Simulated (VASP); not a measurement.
# LiF (Griceite) (Fm-3m) in VASP: notebook, part 2 of 2

VASP 6.6.1. Earlier steps stand in the parts before.

**4. Relaxation of the atoms, PBE+D3(BJ) (a relaxed cell with its volume scaled by 0.98)**

INCAR

```
SYSTEM = LiF
  PREC = Accurate
  ENCUT = 600
  EDIFF = 1E-7
  ISMEAR = 0
  SIGMA = 0.03
  LREAL = .FALSE.
  LASPH = .TRUE.
  NELM = 80
  ALGO = Fast
  ISIF = 2
  LWAVE = .FALSE.
  LCHARG = .FALSE.
  GGA = PE
  IVDW = 12
  IBRION = 2
  NSW = 40
  EDIFFG = -0.01
```

KPOINTS

```
Automatic mesh
0
G
  12 12 12
  0 0 0
```

POSCAR

```
LiF                                     
1.0
    0.0000000000      1.9793149085      1.9793149085
    1.9793149085      0.0000000000      1.9793149085
    1.9793149085      1.9793149085      0.0000000000
  Li              F             
     1     1
Direct
     0.0000000000000000    0.0000000000000000    0.0000000000000000
     0.5000000000000000    0.5000000000000000    0.5000000000000000
```

Potentials or basis: VASP PAW PBE potentials, release 64 (Li_sv, F).

Command:

```console
$ cat potpaw_PBE.64/Li_sv/POTCAR potpaw_PBE.64/F/POTCAR > POTCAR
$ mpirun -np 1 vasp_std > vasp.out
```

OUTCAR:

```text
SYSTEM = LiF
   PREC = Accurate
   ENCUT = 600
   EDIFF = 1E-7
   ISMEAR = 0
   LREAL = .FALSE.
   LASPH = .TRUE.
   NELM = 80
   ISIF = 2
   GGA = PE
   IVDW = 12
   IBRION = 2
   NSW = 40
   EDIFFG = -0.01
 IVDW          = 12

 ion  position               nearest neighbor table
   1  0.000  0.000  0.000-   2 1.98   2 1.98   2 1.98   2 1.98   2 1.98   2 1.98
   2  0.500  0.500  0.500-   1 1.98   1 1.98   1 1.98   1 1.98   1 1.98   1 1.98

  LATTYP: Found a face centered cubic cell.
 ALAT       =     3.9586298170

  Lattice vectors:

 A1 = (   0.0000000000,   1.9793149085,   1.9793149085)
 A2 = (   1.9793149085,   0.0000000000,   1.9793149085)
 A3 = (   1.9793149085,   1.9793149085,   0.0000000000)

Analysis of symmetry for initial positions (statically):
=====================================================================
 Subroutine PRICEL returns:
 Original cell was already a primitive cell.

 Routine SETGRP: Setting up the symmetry group for a
 face centered cubic supercell.

 Subroutine GETGRP returns: Found 48 space group operations
 (whereof 48 operations were pure point group operations)
 out of a pool of 48 trial point group operations.
[... 176 lines left out ...]
      1     -41.5022      2.00000
      2     -20.8180      2.00000
      3      -0.6962      2.00000
      4      -0.6962      2.00000
      5      -0.6962      2.00000
      6       8.8793      0.00000
      7      24.1359      0.00000
      8      24.1411      0.00000
      9      24.1485      0.00000
[... 265 lines left out ...]
 k-point    24 :      -0.4167    0.1667    0.0000
  band No.  band energies     occupation
      1     -41.4231      2.00000
      2     -20.2634      2.00000
      3      -3.2299      2.00000
      4      -1.6936      2.00000
      5      -1.0747      2.00000
      6      11.4870      0.00000
      7      15.8126      0.00000
      8      18.8993      0.00000
      9      18.9841      0.00000

 [... further k-points ...]

------------------------ aborting loop because EDIFF is reached ----------------------------------------

 Edisp (eV)   -0.37647

 E8    (eV) :    -0.1382

  FORCE on cell =-STRESS in cart. coord.  units (eV):
  Direction    XX          YY          ZZ          XY          YZ          ZX
  --------------------------------------------------------------------------------------
  -------------------------------------------------------------------------------------
  Total       0.16552     0.16552     0.16552     0.00000    -0.00000     0.00000
  in kB      17.09982    17.09982    17.09982     0.00000    -0.00000     0.00000
  external pressure =       17.10 kB  Pullay stress =        0.00 kB

 VOLUME and BASIS-vectors are now :
 -----------------------------------------------------------------------------
  energy-cutoff  :      600.00
  volume of cell :       15.51
      direct lattice vectors                 reciprocal lattice vectors
     0.000000000  1.979314908  1.979314908    -0.252612658  0.252612658  0.252612658
     1.979314908  0.000000000  1.979314908     0.252612658 -0.252612658  0.252612658
     1.979314908  1.979314908  0.000000000     0.252612658  0.252612658 -0.252612658

 POSITION                                       TOTAL-FORCE (eV/Angst)
 -----------------------------------------------------------------------------------
      0.00000      0.00000      0.00000         0.000000     -0.000000      0.000000
      1.97931      1.97931      1.97931        -0.000000      0.000000     -0.000000
 -----------------------------------------------------------------------------------
    total drift:                               -0.000000     -0.000000      0.000000

  FREE ENERGIE OF THE ION-ELECTRON SYSTEM (eV)
  ---------------------------------------------------
  free  energy   TOTEN  =        -9.9944452258 eV

  energy  without entropy=       -9.9944452258  energy(sigma->0) =       -9.99444523

 reached required accuracy - stopping structural energy minimisation
```

CONTCAR:

```text
LiF
   1.00000000000000
     0.0000000000000000    1.9793149084999999    1.9793149084999999
     1.9793149084999999    0.0000000000000000    1.9793149084999999
     1.9793149084999999    1.9793149084999999    0.0000000000000000
  Li              F
     1     1
Direct
     0.0000000000000000    0.0000000000000000    0.0000000000000000
     0.5000000000000000    0.5000000000000000    0.5000000000000000

  0.00000000E+00  0.00000000E+00  0.00000000E+00
  0.00000000E+00  0.00000000E+00  0.00000000E+00
```

Wall time 15 s (1 thread of AMD EPYC 9R14 (Zen 4), shared host); peak memory 0.12 GiB.

Results:

* Free energy: -9.9944 eV
* Pressure after relaxing: 1.7 GPa
* Band gap on the k mesh: 9.58 eV, direct
* Dispersion energy per atom: -0.188 eV

Final structure:
```
Li F
1.0
     0.00000    1.97931    1.97931
     1.97931    0.00000    1.97931
     1.97931    1.97931    0.00000
Li F
1 1
Direct
  0.00000 0.00000 0.00000
  0.50000 0.50000 0.50000
```

Caveat: the cutoff is under 1.25 times the usual one of these potentials, so pressure, stress and relaxed cells hold a basis-set (Pulay) error; the relaxation stopped at its first step, so nothing moved. A k mesh can miss the band edges.

**5. Relaxation of the atoms, PBE+D3(BJ)**

INCAR is that of step 4.

KPOINTS is that of step 4.

POSCAR

```
LiF                                     
1.0
    0.0000000000      1.9926890636      1.9926890636
    1.9926890636      0.0000000000      1.9926890636
    1.9926890636      1.9926890636      0.0000000000
  Li              F             
     1     1
Direct
     0.0000000000000000    0.0000000000000000    0.0000000000000000
     0.5000000000000000    0.5000000000000000    0.5000000000000000
```

Command:

```console
$ cat potpaw_PBE.64/Li_sv/POTCAR potpaw_PBE.64/F/POTCAR > POTCAR
$ mpirun -np 1 vasp_std > vasp.out
```

It took 16 s on 1 thread of AMD EPYC 9R14 (Zen 4), shared host; peak memory 0.12 GiB.

The run converged. Its results:

* Free energy: -9.9978 eV
* Pressure after relaxing: 0.1 GPa
* Band gap on the k mesh: 9.39 eV, direct
* Dispersion energy per atom: -0.184 eV

Final structure:
```xyz
2
Lattice="0.0000 1.9927 1.9927 1.9927 0.0000 1.9927 1.9927 1.9927 0.0000" Properties=species:S:1:pos:R:3 pbc="T T T"
Li    0.0000    0.0000    0.0000
F     1.9927    1.9927    1.9927
```

Levels at points of the mesh, in eV from the valence-band top:
```tsv
k point	band 1	band 2	band 3	band 4	band 5	band 6	band 7	band 8	band 9
(0.00, 0.00, 0.00)	-40.85	-20.06	0.00	0.00	0.00	9.39	24.61	24.62	24.64
(0.50, 0.00, 0.00)	-40.78	-19.61	-2.62	-0.24	-0.24	10.94	17.13	19.15	19.15
(0.50, 0.50, 0.00)	-40.76	-19.32	-3.14	-1.05	-1.05	15.11	16.63	17.86	20.62
```

Caveat: the cutoff is under 1.25 times the usual one of these potentials, so pressure, stress and relaxed cells hold a basis-set (Pulay) error; the relaxation stopped at its first step, so nothing moved. A k mesh can miss the band edges.

**6. Relaxation of the atoms, PBE+D3(BJ) (a relaxed cell with its volume scaled by 1.02)**

INCAR is that of step 5.

KPOINTS is that of step 5.

POSCAR

```
LiF                                     
1.0
    0.0000000000      2.0058860645      2.0058860645
    2.0058860645      0.0000000000      2.0058860645
    2.0058860645      2.0058860645      0.0000000000
  Li              F             
     1     1
Direct
     0.0000000000000000    0.0000000000000000    0.0000000000000000
     0.5000000000000000    0.5000000000000000    0.5000000000000000
```

Potentials or basis: VASP PAW PBE potentials, release 64 (Li_sv, F).

Command:

```console
$ cat potpaw_PBE.64/Li_sv/POTCAR potpaw_PBE.64/F/POTCAR > POTCAR
$ mpirun -np 1 vasp_std > vasp.out
```

OUTCAR:

```text
SYSTEM = LiF
   PREC = Accurate
   ENCUT = 600
   EDIFF = 1E-7
   ISMEAR = 0
   LREAL = .FALSE.
   LASPH = .TRUE.
   NELM = 80
   ISIF = 2
   GGA = PE
   IVDW = 12
   IBRION = 2
   NSW = 40
   EDIFFG = -0.01
 IVDW          = 12

 ion  position               nearest neighbor table
   1  0.000  0.000  0.000-   2 2.01   2 2.01   2 2.01   2 2.01   2 2.01   2 2.01
   2  0.500  0.500  0.500-   1 2.01   1 2.01   1 2.01   1 2.01   1 2.01   1 2.01

  LATTYP: Found a face centered cubic cell.
 ALAT       =     4.0117721290

  Lattice vectors:

 A1 = (   0.0000000000,   2.0058860645,   2.0058860645)
 A2 = (   2.0058860645,   0.0000000000,   2.0058860645)
 A3 = (   2.0058860645,   2.0058860645,   0.0000000000)

Analysis of symmetry for initial positions (statically):
=====================================================================
 Subroutine PRICEL returns:
 Original cell was already a primitive cell.

 Routine SETGRP: Setting up the symmetry group for a
 face centered cubic supercell.

 Subroutine GETGRP returns: Found 48 space group operations
 (whereof 48 operations were pure point group operations)
 out of a pool of 48 trial point group operations.

The static configuration has the point symmetry O_h .

Analysis of symmetry for dynamics (positions and initial velocities):
=====================================================================
 Subroutine PRICEL returns:
 Original cell was already a primitive cell.

 Routine SETGRP: Setting up the symmetry group for a
 face centered cubic supercell.

 Subroutine GETGRP returns: Found 48 space group operations
 (whereof 48 operations were pure point group operations)
 out of a pool of 48 trial point group operations.

The dynamic configuration has the point symmetry O_h .

 Subroutine INISYM returns: Found 48 space group operations
 (whereof 48 operations are pure point group operations),
 and found     1 'primitive' translations

----------------------------------------------------------------------------------------

                                     Primitive cell

  volume of cell :      16.1417

  direct lattice vectors                    reciprocal lattice vectors
     0.000000000  2.005886064  2.005886064    -0.249266401  0.249266401  0.249266401
     2.005886064  0.000000000  2.005886064     0.249266401 -0.249266401  0.249266401
     2.005886064  2.005886064  0.000000000     0.249266401  0.249266401 -0.249266401

  length of vectors
     2.836751277  2.836751277  2.836751277     0.431742071  0.431742071  0.431742071

  position of ions in fractional coordinates (direct lattice)
     0.000000000  0.000000000  0.000000000
     0.500000000  0.500000000  0.500000000

  ion indices of the primitive-cell ions
   primitive index   ion index
                 1           1
                 2           2

----------------------------------------------------------------------------------------

 KPOINTS: Automatic mesh

Automatic generation of k-mesh.
 Grid dimensions read from file:
 generate k-points for:   12   12   12

 Generating k-lattice:

[... 23 lines left out ...]
  0.416667  0.000000  0.000000      8.000000
[... 16 lines left out ...]
  0.500000  0.166667  0.000000     24.000000
 -0.416667  0.166667  0.000000     24.000000
 [... further k-points ...]
   k-points           NKPTS =     72   k-points in BZ     NKDIM =     72   number of bands    NBANDS=      9
   number of dos      NEDOS =    301   number of ions     NIONS =      2
   total plane-waves  NPLWV =  13824
   dimension x,y,z NGX =    24 NGY =   24 NGZ =   24
   dimension x,y,z NGXF=    48 NGYF=   48 NGZF=   48
   ions per type =               1   1
   NGX,Y,Z   is equivalent  to a cutoff of  14.07, 14.07, 14.07 a.u.
   NGXF,Y,Z  is equivalent  to a cutoff of  28.13, 28.13, 28.13 a.u.
 SYSTEM =  LiF
   PREC   = accura    normal or accurate (medium, high low for compatibility)
   ISTART =      0    job   : 0-new  1-cont  2-samecut
   ICHARG =      2    charge: 1-file 2-atom 10-const
   ISPIN  =      1    spin polarized calculation?
   LNONCOLLINEAR =      F non collinear calculations
   LSORBIT =      F    spin-orbit coupling
   LASPH  =      T    aspherical Exc in radial PAW
   ENCUT  =  600.0 eV  44.10 Ry    6.64 a.u.   5.67  5.67  5.67*2*pi/ulx,y,z
   NELM   =     80;   NELMIN=  2; NELMDL= -5     # of ELM steps
   EDIFF  = 0.1E-06   stopping-criterion for ELM
   LREAL  =      F    real-space projection
   EDIFFG = -.1E-01   stopping-criterion for IOM
   NSW    =     40    number of steps for IOM
   IBRION =      2    ionic relax: 0-MD 1-quasi-New 2-CG
   NFREE  =      1    steps in history (QN), initial steepest desc. (CG)
   ISIF   =      2    stress and relaxation
   ISYM   =      2    0-nonsym 1-usesym 2-fastsym
   POTIM  = 0.5000    time-step for ionic-motion
   TEBEG  =    0.0;   TEEND  =   0.0 temperature during run
   PSTRESS=    0.0 pullay stress
   NELECT =      10.0000    total number of electrons
   NUPDOWN=      -1.0000    fix difference up-down
   EMIN   =  10.00;   EMAX   =-10.00  energy-range for DOS
   EFERMI =   0.00;   METHOD = LEGACY
   ISMEAR =     0;   SIGMA  =   0.03  broadening in eV -4-tet -1-fermi 0-gaus
   EFERMI_NEDOS =   21; number of points for ismear=-14 and -15
   IALGO  =     68    algorithm
   IMIX   =      4    mixing-type and parameters
     AMIX     =   0.40;   BMIX     =  1.00
     AMIX_MAG =   1.60;   BMIX_MAG =  1.00
  volume/ion in A,a.u.               =       8.07        54.46
  Fermi-wavevector in a.u.,A,eV,Ry     =   1.395592  2.637287 26.499767  1.947678
  Thomas-Fermi vector in A             =   2.519029
   LORBIT       =      0    0 simple, 1 ext, 2 COOP (PROOUT), +10 PAW based schemes
   GGA     = PE    functional components
   LHFCALC =     F    Hartree Fock is set to
   AEXX    =    0.0000 exact exchange contribution
   IVDW    =    12    specifies the selected vdW correction
   LEPSILON=     F    determine dielectric tensor
   LRPA    =     F    only Hartree local field effects (RPA)
 conjugate gradient relaxation of ions
 non-spin polarized calculation
 RMM-DIIS sequential band-by-band and
 Gauss-broadening in eV      SIGMA  =   0.03
  energy-cutoff  :      600.00
  volume of cell :       16.14
 maximum number of plane-waves:       552
   NGX = 11   NGY = 11   NGZ = 11

 number of electron      10.0000000 magnetization

 number of electron       9.9999994 magnetization

 Free energy of the ion-electron system (eV)
  ---------------------------------------------------
  ext. energy  EPLUGINS =         0.00000000
  ---------------------------------------------------
  free energy    TOTEN  =        -9.63679853 eV

  energy without entropy =       -9.63679853  energy(sigma->0) =       -9.63679853

 E-fermi :  -0.7251     XC(G=0): -10.0423

 val. band max:       -0.9485533726   @ k =   0.0000   0.0000   0.0000
 cond. band min:       8.2561980199   @ k =   0.0000   0.0000   0.0000
 fundamental gap:      9.2047513925
 Fermi energy:        -0.7251183258

 k-point     1 :       0.0000    0.0000    0.0000
  band No.  band energies     occupation
      1     -41.8370      2.00000
      2     -20.9563      2.00000
      3      -0.9486      2.00000
      4      -0.9486      2.00000
      5      -0.9486      2.00000
      6       8.2562      0.00000
      7      23.2672      0.00000
      8      23.4608      0.00000
      9      23.4977      0.00000
[... 265 lines left out ...]
 k-point    24 :      -0.4167    0.1667    0.0000
  band No.  band energies     occupation
      1     -41.7703      2.00000
      2     -20.4401      2.00000
      3      -3.3595      2.00000
      4      -1.8887      2.00000
      5      -1.3050      2.00000
      6      10.9809      0.00000
      7      15.1753      0.00000
      8      18.2781      0.00000
      9      18.2949      0.00000

 [... further k-points ...]

------------------------ aborting loop because EDIFF is reached ----------------------------------------

 Edisp (eV)   -0.36125

 E8    (eV) :    -0.1325

  FORCE on cell =-STRESS in cart. coord.  units (eV):
  Direction    XX          YY          ZZ          XY          YZ          ZX
  --------------------------------------------------------------------------------------
  -------------------------------------------------------------------------------------
  Total      -0.14174    -0.14174    -0.14174     0.00000     0.00000     0.00000
  in kB     -14.06839   -14.06839   -14.06839     0.00000     0.00000     0.00000
  external pressure =      -14.07 kB  Pullay stress =        0.00 kB

 VOLUME and BASIS-vectors are now :
 -----------------------------------------------------------------------------
  energy-cutoff  :      600.00
  volume of cell :       16.14
      direct lattice vectors                 reciprocal lattice vectors
     0.000000000  2.005886064  2.005886064    -0.249266401  0.249266401  0.249266401
     2.005886064  0.000000000  2.005886064     0.249266401 -0.249266401  0.249266401
     2.005886064  2.005886064  0.000000000     0.249266401  0.249266401 -0.249266401

 POSITION                                       TOTAL-FORCE (eV/Angst)
 -----------------------------------------------------------------------------------
      0.00000      0.00000      0.00000         0.000000      0.000000      0.000000
      2.00589      2.00589      2.00589        -0.000000     -0.000000     -0.000000
 -----------------------------------------------------------------------------------
    total drift:                               -0.000000     -0.000000      0.000000

  FREE ENERGIE OF THE ION-ELECTRON SYSTEM (eV)
  ---------------------------------------------------
  free  energy   TOTEN  =        -9.9980450864 eV

  energy  without entropy=       -9.9980450864  energy(sigma->0) =       -9.99804509

 reached required accuracy - stopping structural energy minimisation
```

OSZICAR:

```text
N       E                     dE             d eps       ncg     rms          rms(c)
DAV:   1     0.338085381095E+02    0.33809E+02   -0.62413E+03  1384   0.125E+03
DAV:   2    -0.894628883834E+01   -0.42755E+02   -0.41185E+02  1388   0.215E+02
DAV:   3    -0.101348368855E+02   -0.11885E+01   -0.11863E+01  1743   0.338E+01
[... 13 lines left out ...]
RMM:  17    -0.963679221182E+01    0.50286E-05   -0.23348E-06  1465   0.165E-02    0.796E-03
RMM:  18    -0.963679445667E+01   -0.22448E-05   -0.11013E-06  1383   0.111E-02    0.626E-03
RMM:  19    -0.963679733338E+01   -0.28767E-05   -0.52260E-07  1191   0.736E-03    0.211E-03
RMM:  20    -0.963679777107E+01   -0.43770E-06   -0.24019E-07  1059   0.374E-03    0.136E-03
RMM:  21    -0.963679855467E+01   -0.78359E-06   -0.17189E-07  1031   0.350E-03    0.155E-04
RMM:  22    -0.963679853039E+01    0.24274E-07   -0.32234E-08   835   0.164E-03
   1 F= -.99980451E+01 E0= -.99980451E+01  d E =-.999805E+01
```

Wall time 16 s (1 thread of AMD EPYC 9R14 (Zen 4), shared host); peak memory 0.12 GiB.

What came out:

```yaml
Free_energy: -9.9980 eV
Pressure_after_relaxing: -1.4 GPa
Band_gap_on_the_k_mesh: 9.20 eV, direct
Dispersion_energy_per_atom: -0.181 eV
```

Final structure:
```yaml
crystal:
  lattice:
    - [0.00000, 2.00589, 2.00589]
    - [2.00589, 0.00000, 2.00589]
    - [2.00589, 2.00589, 0.00000]
  atoms:
    - { symbol: Li, position: [0.00000, 0.00000, 0.00000] }
    - { symbol: F, position: [0.50000, 0.50000, 0.50000] }
```

Levels at points of the mesh, in eV from the valence-band top:
```csv
k point,band 3,band 4,band 5,band 6,band 7,band 8
"(0.00, 0.00, 0.00)",0.00,0.00,0.00,9.20,24.22,24.41
"(0.50, 0.00, 0.00)",-2.55,-0.23,-0.23,10.84,16.89,19.00
"(0.50, 0.50, 0.00)",-3.06,-1.02,-1.02,14.92,16.53,17.61
```

Caveat: the cutoff is under 1.25 times the usual one of these potentials, so pressure, stress and relaxed cells hold a basis-set (Pulay) error; the relaxation stopped at its first step, so nothing moved. A k mesh can miss the band edges.

**7. Summary**

| cell | gap on the mesh (eV) | pressure (GPa) |
| --- | --- | --- |
| atoms relaxed from: a relaxed cell with its volume scaled by 0.94 | 9.98 | 5.6 |
| atoms relaxed from: a relaxed cell with its volume scaled by 0.96 | 9.77 | 3.5 |
| atoms relaxed from: a relaxed cell with its volume scaled by 0.98 | 9.58 | 1.7 |
| atoms relaxed | 9.39 | 0.1 |
| atoms relaxed from: a relaxed cell with its volume scaled by 1.02 | 9.20 | -1.4 |

Alike in all rows: task relaxation of the atoms; level PBE+D3(BJ); potentials or basis VASP PAW PBE potentials, release 64 (Li_sv, F); no spin polarisation; k mesh 12 × 12 × 12; cutoff (eV) 600; smearing gaussian 0.03 eV.

Caveats: the cutoff is under 1.25 times the usual one of these potentials, so pressure, stress and relaxed cells hold a basis-set (Pulay) error; the relaxation stopped at its first step, so nothing moved.

Absolute energies hang on the potentials; compare differences alone.
